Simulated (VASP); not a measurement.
Write the native input for VASP 6.6.1 that does the following.

```yaml
Task: relaxation of cell and atoms
Functional: PBE
Potentials_or_basis: VASP PAW PBE potentials, release 64 (K_sv, Ta_pv, O)
Cutoff: 600 eV
k_mesh: 8 × 8 × 8
Occupations: gaussian, width 0.02 eV
Spin: no spin polarisation
Dipole_correction: no
Further_INCAR_settings: ALGO = Fast; EDIFF = 1e-07; IBRION = 2; EDIFFG = -0.005; NSW = 100; ISIF = 3
```

The structure of KTaO3 lies in POSCAR:

```
KTaO3
1.0
    3.9883000000      0.0000000000      0.0000000000
    0.0000000000      3.9883000000      0.0000000000
    0.0000000000      0.0000000000      3.9883000000
K Ta O
1 1 3
Direct
    0.5000000000      0.5000000000      0.5000000000
    0.0000000000      0.0000000000      0.0000000000
    0.5000000000      0.0000000000      0.0000000000
    0.0000000000      0.5000000000      0.0000000000
    0.0000000000      0.0000000000      0.5000000000
```

The input as run:

INCAR

```
SYSTEM = KTaO3
PREC = Accurate
ENCUT = 600
EDIFF = 1E-7
ISMEAR = 0
SIGMA = 0.02
LREAL = .False.
LASPH = .True.
NELM = 100
ALGO = Fast
ISIF = 3
LWAVE = .False.
LCHARG = .False.
GGA = PE
IBRION = 2
NSW = 100
EDIFFG = -0.005
```

KPOINTS

```
Automatic mesh
0
Gamma
  8 8 8
  0 0 0
```

Potentials or basis: VASP PAW PBE potentials, release 64 (K_sv, Ta_pv, O).

Launch:

```sh
$ cat potpaw_PBE.64/K_sv/POTCAR potpaw_PBE.64/Ta_pv/POTCAR potpaw_PBE.64/O/POTCAR > POTCAR
$ mpirun -np 1 vasp_std > vasp.out
```

Results of the run:

- Relaxed volume: 13.07 Å³/atom
- Relaxed cell: a = 4.028 Å, b = 4.028 Å, c = 4.028 Å, α = 90.00°, β = 90.00°, γ = 90.00°
- Space group after relaxing (to 0.05 Å): Pm-3m (No. 221)
- Energy gained by relaxing: 6.8 meV/atom
- Ionic steps: 3
- Pressure after relaxing: 0.0 GPa
- Band gap on the k mesh: 2.11 eV, indirect (least direct gap 2.74 eV)

Caveat: spin-orbit coupling is left out, which moves the levels of the heavy elements.

Wall time 2.2 min on 1 thread of AMD EPYC 9R45 (Zen 5), with other jobs on the host, peak memory 0.2 GiB.
